# Body-centred cubic germanium: a free-electron metal with a bite taken out

Ordinary germanium has the diamond structure; the crystal here is a computed body-centred cubic one, and nothing below shows that it would be stable. Germanium brings four valence electrons an atom, and here each atom has about 19 Å$^3$ to itself. A gas of free electrons at that density fills its levels to a depth of 12.8 eV; the calculation gives 13.0 eV from the bottom of the valence band to the Fermi energy. In such a gas the density of states at the top of the filled range is one and a half times the number of electrons divided by the depth, $1.5\times4/12.8\approx0.47$ states per eV and atom. The table has 0.50. Two magnitudes are worth keeping: a band some 13 eV deep, and half a state per eV and atom at the Fermi energy.

Density of states of body-centred cubic Ge (a = 3.370 Å, cell relaxed beforehand with PAW) on Löwdin s and p orbitals, computed with Ansatz 0.2.0, PBE and scalar-relativistic frozen-core PAW, without spin polarization. Cutoff 420 eV, 20 × 20 × 20 k points, Fermi-Dirac smearing 0.03 eV; tetrahedron method with a 0.4 eV window, energies from the Fermi energy.

| energy (eV) | s (states/(eV atom)) | p (states/(eV atom)) |
| --- | --- | --- |
| -12.0 | 0.09 | 0.05 |
| -11.6 | 0.10 | 0.06 |
| -11.2 | 0.11 | 0.07 |
| -10.8 | 0.12 | 0.09 |
| -10.4 | 0.13 | 0.09 |
| -10.0 | 0.14 | 0.10 |
| -9.6 | 0.15 | 0.11 |
| -9.2 | 0.16 | 0.11 |
| -8.8 | 0.18 | 0.12 |
| -8.4 | 0.20 | 0.12 |
| -8.0 | 0.24 | 0.12 |
| -7.6 | 0.33 | 0.11 |
| -7.2 | 0.36 | 0.10 |
| -6.8 | 0.33 | 0.08 |
| -6.4 | 0.29 | 0.06 |
| -6.0 | 0.17 | 0.04 |
| -5.6 | 0.08 | 0.03 |
| -5.2 | 0.05 | 0.04 |
| -4.8 | 0.05 | 0.14 |
| -4.4 | 0.05 | 0.21 |
| -4.0 | 0.05 | 0.27 |
| -3.6 | 0.06 | 0.35 |
| -3.2 | 0.08 | 0.43 |
| -2.8 | 0.09 | 0.36 |
| -2.4 | 0.09 | 0.32 |
| -2.0 | 0.08 | 0.33 |
| -1.6 | 0.08 | 0.35 |
| -1.2 | 0.08 | 0.36 |
| -0.8 | 0.08 | 0.38 |
| -0.4 | 0.07 | 0.42 |
| 0.0 | 0.07 | 0.43 |
| 0.4 | 0.06 | 0.43 |
| 0.8 | 0.06 | 0.42 |
| 1.2 | 0.06 | 0.43 |
| 1.6 | 0.05 | 0.43 |
| 2.0 | 0.05 | 0.43 |
| 2.4 | 0.05 | 0.44 |
| 2.8 | 0.05 | 0.45 |
| 3.2 | 0.04 | 0.45 |
| 3.6 | 0.04 | 0.46 |

The columns s and p give the density of states that falls on the s and p orbitals of an atom, and the energy counts from the Fermi energy. Their sum follows the free-electron curve at both ends of the table. In between it first rises well above the curve and then drops far below it, and the two columns change places: s dominates before the dip and p after it. The question is why a metal that counts so much like a free gas has this one deep dip, and why the orbital character turns over there.

## The smooth curve and where it fails

For free electrons the number of states grows with the square root of the energy above the band bottom $E_0$:

$$g(E)=\frac{V}{2\pi^2}\left(\frac{2m}{\hbar^2}\right)^{3/2}\sqrt{E-E_0}$$

Here $V$ is the volume per atom and $m$ the electron mass. With $\hbar^2/2m\approx3.8$ eV Å$^2$ the factor before the root comes to about 0.13. The row at -5.2 eV lies 7.8 eV above the bottom, so the gas should have $0.13\times\sqrt{7.8}\approx0.36$ states per eV and atom. The table has 0.09, a quarter of that.

No parameter was adjusted to the density of states; the curve takes only the cell volume and the computed band bottom. Up to -9.2 eV, and again from -2.4 eV upward, the sum of s and p stays within 8 % of the free-electron value. In the lowest rows a good part of that difference is no more than the last printed digit. The failure is thus confined to the middle of the band, and it has two sides: at -7.2 eV the sum is 0.46 where the gas would have 0.32. States have been moved out of the dip, many of them downward.

## What the lattice does to a wave

An electron wave runs through a crystal almost undisturbed until half its wavelength equals the spacing of a set of atomic planes. Then the reflections from successive planes add up, and the running wave turns into a standing one. In this lattice the most widely spaced planes do this first, at the point of the Brillouin zone called N. For free electrons that happens at -6.4 eV, between the s maximum at -7.2 eV and the dip.

Two standing waves are possible at N. One has its crests on the atoms and looks the same on both sides of a nucleus; it can contain an s orbital but no p orbital. The other has a node at each nucleus and changes sign across it, so it can contain p but no s. A free electron would have the same energy in both. The wave with its crests on the nuclei gathers charge where the attraction is strongest, which lowers its energy. It must also stay orthogonal to the s states of the core, which raises it. The order of the atomic levels alone does not tell which effect wins. In germanium the attraction should win, for the table has s gathered below the dip and p above it. In aluminium the cost of orthogonality is expected to win: the p-like wave lies lower there, although 3s lies below 3p in the atom.

The splitting explains the excess and the deficit together. As the lower band approaches the zone face it flattens, and many states crowd into a small range of energy; this gives the s peak. Above the lower standing wave, the states near the middle of that face are used up and the density starts to fall, though at -6.4 eV the sum is still above the free-electron curve. The steep drop after that row is expected where the rest of the face, out to the corners of the zone called P, is used up as well. All twelve faces of the zone are of this kind, so the loss comes on every side at once. It recovers when the second band opens at the upper standing wave. The calculation puts that opening at -5.2 eV, about 1.2 eV above the free-electron value, and p climbs steeply from the next row on.

The symmetry of these two waves is argued here from theory, and the energy of the lower one is not at hand. The table does carry their mark, however. The p share of the sum is 42 % at -10.0 eV, falls to 17 % at -6.4 eV and jumps to 81 % at -4.4 eV. A simple filling of s first and p afterwards would not make p fall from 0.12 at -8.0 eV to 0.06 at -6.4 eV, two rows with almost the same sum. Standing waves that exclude p do.

## Why s never comes back

After the dip s stays below 0.10 in every row, although the total returns to the free-electron curve. The reason is a budget. One s orbital has room for two electrons, counted over all energies, and the rows up to -5.2 eV have already used 1.3 of these places. The three p orbitals have room for six, and in the same rows they have used only 0.6. Of what the s and p orbitals can still contribute at higher energy, most must therefore be p. The budget does not say where the remaining s places fall; the table shows them spread thinly over the later rows.

The same count warns against a tempting shortcut. The rows up to the dip hold 1.9 electrons, close to the two that one band can take, and it is easy to call them the s band. On these Löwdin orbitals nearly a third of those electrons are p; another way of dividing the charge is expected to give a different share, but not zero. A wave that runs through the crystal is not symmetric about any atom, so it mixes s and p, and p is present from the first row. In the rows up to the Fermi energy the count is 1.65 s and 2.25 p electrons, not the two and two of the free atom. The division depends on how the orbitals are chosen. That s falls short of two is expected to survive a change of scheme; that p exceeds two need not, for another scheme can count part of that charge as d.

## The irregular rows

The dip is not a gap. The first band continues towards the corner of the zone called H, where it ends at -2.7 eV, well above the start of the second band. These remaining states, with the first few of the second band, keep the sum at 0.09 in its lowest row.

The sharp p maximum at -3.2 eV stands out from the rise around it, and there the sum is 25 % above the free-electron curve. The third band can have hardly any part in it, for on the k points of the calculation it starts at -2.9 eV, just above the 0.4 eV window centred on this row. The peak is therefore made almost wholly by the first two bands. The first band has little left to give: the rows up to -5.2 eV and the part below the first row hold about 1.96 electrons, so less than a tenth of an electron remains in it, while the row at -3.2 eV alone holds about 0.2. The peak belongs to the second band. The table does not separate the states by position in the zone, so which part of that band produces it remains open.

From the Fermi energy upward p is nearly level, between 0.42 and 0.46, while the free-electron curve keeps rising slowly. By the last rows the sum has fallen some 6 % short of it. The likely reason is that waves of higher energy take on d character, which neither column counts; two bands start together at H, 4.4 eV above the Fermi energy and just beyond the last row, where symmetry leads one to expect a d-like pair.

## The same dip at another filling

What a dip does to a material depends on where the electron count places the Fermi energy. Here the dip comes after about two electrons an atom and the Fermi energy after four, so the electrons that carry current sit in a broad, mostly p region with an almost free-electron density of states. Sodium has the same lattice but one valence electron, and its filled states stop before the first zone face; the distortion lies above its Fermi energy. Ordinary germanium, with the diamond structure, has four neighbours an atom instead of eight. Its bonding states are full after exactly four electrons an atom, and there the interruption falls at the Fermi level and makes a semiconductor.

For a related simple metal with one atom in the primitive cell, the trend can be guessed in the same order. The electron density gives the depth of the band and the height of the curve. The widest plane spacing gives the energy at which the curve is disturbed. The order of the two standing waves then tells which orbital character gathers below the disturbance and which above.

The printed output below lists the free-electron values, the band edges and the electron counts used here.

The analysis program printed:

```
Valence band bottom from the Fermi energy, eV: -13.04
Free-electron filled depth for 4 electrons an atom, eV: 12.84
Free-electron energy at the nearest zone face (N) from the Fermi energy, eV: -6.425
Start of the second valence band (at N) from the Fermi energy, eV: -5.237
Top of the first valence band (at H) from the Fermi energy, eV: -2.731
Start of the third valence band from the Fermi energy, eV: -2.947
Sum s+p at -7.2 eV, states/(eV atom): 0.46
Free-electron value at -7.2 eV, states/(eV atom): 0.3153
Sum s+p at -5.2 eV, states/(eV atom): 0.09
Free-electron value at -5.2 eV, states/(eV atom): 0.3653
Sum s+p at the Fermi energy, states/(eV atom): 0.5
Free-electron value at the Fermi energy, states/(eV atom): 0.471
Sum s+p at -3.2 eV above the free-electron value, percent: 24.64
Largest deviation from free electrons in rows up to -9.2 eV, percent: 7.476
Largest deviation from free electrons in rows from -2.4 eV up, percent: 6.775
s electrons an atom up to the Fermi energy: 1.65
p electrons an atom up to the Fermi energy: 2.254
s+p electrons an atom up to the Fermi energy: 3.904
Free-electron estimate of electrons below the first row's window: 0.06753
s electrons in rows up to -5.2 eV: 1.292
p electrons in rows up to -5.2 eV: 0.6
s+p electrons in rows up to -5.2 eV: 1.892
p share of the electrons in rows up to -5.2 eV, percent: 31.71
s electrons from -4.8 eV to the Fermi energy: 0.358
p electrons from -4.8 eV to the Fermi energy: 1.654
p share of s+p at -10.0 eV, percent: 41.67
p share of s+p at -6.4 eV, percent: 17.14
p share of s+p at -4.4 eV, percent: 80.77
```
